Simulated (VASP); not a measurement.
Here is a VASP 6.6.1 calculation.

File INCAR:

```
SYSTEM = MnS
PREC = Accurate ; ENCUT = 520
EDIFF = 1E-7 ; ISMEAR = 0
SIGMA = 0.1 ; LREAL = .FALSE.
LASPH = .TRUE. ; NELM = 150
ALGO = Normal ; ISIF = 2
LWAVE = .FALSE. ; LCHARG = .FALSE.
ISPIN = 2 ; MAGMOM = 0.16 0
LORBIT = 11 ; LMAXMIX = 4
GGA = PS ; NBANDS = 20
```

The input KPOINTS:

```
regular mesh
0
G
  16 16 16
  0 0 0
```

File POSCAR:

```
MnS
1.0
    0.0000000000      2.3557099817      2.3557099817
    2.3557099817      0.0000000000      2.3557099817
    2.3557099817      2.3557099817      0.0000000000
Mn S
1 1
Direct
    0.0000000000      0.0000000000      0.0000000000
    0.7500000000      0.7500000000      0.7500000000
```

Potentials or basis: VASP PAW PBE potentials, release 64 (Mn_pv, S).

Command:

```console
$ cat potpaw_PBE.64/Mn_pv/POTCAR potpaw_PBE.64/S/POTCAR > POTCAR
$ mpirun -np 1 vasp_std > vasp.out
```

Problem. What does it give for the pressure?

Solution. 25.2 GPa.

Problem. What does it give for the net moment?

Solution. 0.02 μB per cell.

Problem. Estimate the band gap on the k mesh.

Solution. None (metal or under the smearing width).

Caveat: so large a pressure means that the cell lies far from this level's equilibrium, or that cutoff or potentials fall short; the potentials were made for another functional, which shifts forces and pressure; semilocal functionals often make such compounds metallic where correlation or magnetic order opens a gap, which also shifts bond lengths. With open d or f shells a metallic result of PBEsol can be an artefact of self-interaction; +U or a hybrid may open a gap.
